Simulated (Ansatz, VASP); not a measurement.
## One calculation of BN, two programs

```xyz
2
Lattice="0.0000 1.8029 1.8029 1.8029 0.0000 1.8029 1.8029 1.8029 0.0000" Properties=species:S:1:pos:R:3 pbc="T T T"
B     0.0000    0.0000    0.0000
N     2.7043    2.7043    2.7043
```

Alike in both runs: functional PBEsol; k mesh 12 × 12 × 12; occupations gaussian, width 0.02 eV; no spin polarisation.

Ansatz relaxed the structure, and its values are those at the end. VASP's run is a single point on that final structure, the one shown.

|  | VASP | Ansatz |
| --- | --- | --- |
| version | VASP 6.6.1 | Ansatz 0.2.0 |
| potentials or method | VASP PAW PBE potentials, release 64 (B, N) | scalar-relativistic, plane waves, PAW |
| plane-wave cutoff (eV) | 520 | 420 |
| valence electrons in the cell | 8 | 8 |

Ansatz gave:

* gap on the k mesh at the Fermi level (eV): 4.30
* least direct gap on the mesh (eV): 8.81
* pressure (GPa): 0.0

Problem. Which values does VASP return?

Solution. gap on the k mesh at the Fermi level (eV): 4.28; least direct gap on the mesh (eV): 8.80; pressure (GPa): 0.6.

Caveats: the PAW data sets were made with another functional, which shifts forces and pressure a little (VASP). PBEsol gaps usually lie below the measured ones, often by a third to a half. A k mesh can miss the band edges.
